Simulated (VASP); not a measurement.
Wanted: the native input for a VASP 6.6.1 run.

```yaml
Task: single point
Functional: PBE
Potentials_or_basis: VASP PAW PBE potentials, release 64 (Na_pv, Cl)
Cutoff: 520 eV
k_mesh: 8 × 8 × 8
Occupations: fermi-dirac, width 0.02 eV
Spin: no spin polarisation
Dipole_correction: no
Further_INCAR_settings: ALGO = Fast; EDIFF = 1e-06; NBANDS = 14
```

The structure of NaCl lies in POSCAR:

```
NaCl
1.0
    0.0458241259      2.8026988303      2.8026988303
    2.8026988303      0.0458241259      2.8026988303
    2.8485229562      2.8485229562      0.0000000000
Na Cl
1 1
Direct
    0.0000000000      0.0000000000      0.0000000000
    0.5000000000      0.5000000000      0.5000000000
```

The cell was built by a generator and needn't be a form met in nature.

The cell isn't the ideal one: shear_xy strain +3.3%.

One way to write it, as run:

INCAR

```
ALGO = Fast ; EDIFF = 1E-6
ENCUT = 520 ; GGA = PE
ISIF = 2 ; ISMEAR = -1
LASPH = True ; LCHARG = False
LREAL = False ; LWAVE = False
NBANDS = 14 ; NELM = 60
PREC = Accurate ; SIGMA = 0.02
```

KPOINTS

```
k-points
0
Gamma
  8 8 8
```

Potentials or basis: VASP PAW PBE potentials, release 64 (Na_pv, Cl).

The run is started by

```bash
$ cat potpaw_PBE.64/Na_pv/POTCAR potpaw_PBE.64/Cl/POTCAR > POTCAR
$ mpirun -np 1 vasp_std > vasp.out
```

It gave:

```yaml
Pressure: 1.2 GPa
Band_gap_on_the_k_mesh: 5.11 eV, direct
```

Run time: 40 s on 1 thread of AMD EPYC 9R45 96-Core Processor (Zen 5), on a shared host, peak memory 0.16 GiB.
